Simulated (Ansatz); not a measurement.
**Ag (hcp): energy against volume**

Level of theory: Ansatz, DFT, RPBE, plane waves (420 eV) with PAW, scalar-relativistic. (PAW data from PBE, frozen cores regenerated.)

The cell is scaled uniformly from the relaxed one, with fractional coordinates and shape fixed. Energies are extrapolated to zero smearing, pressures are those at the given smearing. Magnetic state: spin not included.

A Birch-Murnaghan fit gives V₀ = 18.74 Å³/atom, B₀ = 74 GPa, B₀′ = 5.9.

Problem. What are the energy above the minimum and the pressure at 18.005 Å³/atom?

Solution. 7.3 meV/atom and 3.33 GPa as computed.

Problem. What are the energy above the minimum and the pressure at 19.505 Å³/atom?

Solution. 6.5 meV/atom and -2.61 GPa as computed.

Problem. What are the energy above the minimum and the pressure at 20.255 Å³/atom?

Solution. 23.5 meV/atom and -4.54 GPa as computed.
